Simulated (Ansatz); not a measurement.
## Sb: pressure against volume per atom

All results are calculated (Ansatz 0.2.0). Periodic Kohn-Sham DFT of a crystal at fixed atoms; pressure and stress are positive in compression; the energy is the free energy less that of spherical unpolarised free atoms; site moments are those in the method's own spheres, positive along +z.

Cell of the first row (space group P6_3/mmc, No. 194):
```
CELL_PARAMETERS angstrom
3.30020 0.00000 0.00000
-1.65010 2.85810 0.00000
0.00000 0.00000 5.22120
ATOMIC_POSITIONS crystal
Sb 0.33333 0.66667 0.25000
Sb 0.66667 0.33333 0.75000
```

Settings of every row: method frozen-core PAW; functional PBEsol; relativity scalar; k mesh 12x12x7; filling fermi-dirac; smearing width 0.05 eV; wave cutoff 420 eV; paw set soft_2.

Atom start moment: 0 on all atoms.

Limits: PAW files made with PBE; no spin-orbit coupling on heavy atoms.

| row | volume per atom (Å³) | pressure (GPa) |
| --- | --- | --- |
| 1 | 24.624 | 4.622 |
| 2 | 25.934 | 0.546 |
| 3 | 26.196 | -0.154 |
| 4 | 26.458 | -0.819 |
| 5 | 27.244 | ? |
| 6 | 27.767 | -3.669 |

Question: what pressure should row 5 give?

Worked fit of pressure. Take u = (V_r/V)^(2/3) − 1 with V_r = 26.196 Å³ an atom, which is twice the finite (Eulerian) strain; such expansions in the strain, on which the Birch-Murnaghan equation of state is built, carry the rest volume and the bulk modulus. The shown rows have u = 0.04212, 0.00672, 0, -0.00661, -0.03808. Least squares give pressure = −0.1539 + 102.319 × u + 262.81 × u² GPa; a straight line predicts inner rows, each left out in turn, worse (root mean square 0.21 against 0.00046 GPa). All shown rows lie on it to the printed digit. The pressure vanishes at u = 0.0015, or V = 26.14 Å³ an atom, and there the bulk modulus at fixed shape and fractions is B = −V dP/dV = (2/3)(1 + u) dP/du = 68.8 GPa. Letting shape and atoms relax would as a rule lower it, by much in layered, chain or molecular crystals. The withheld row has u = -0.02581, so the fit gives −0.1539 + 102.319 × (-0.02581) + 262.81 × (-0.02581)² = -2.620 GPa.

The calculation gave -2.619 GPa. The fit lies 0.001 GPa (0.012 % of the column's range) below it, one unit of the last digit.
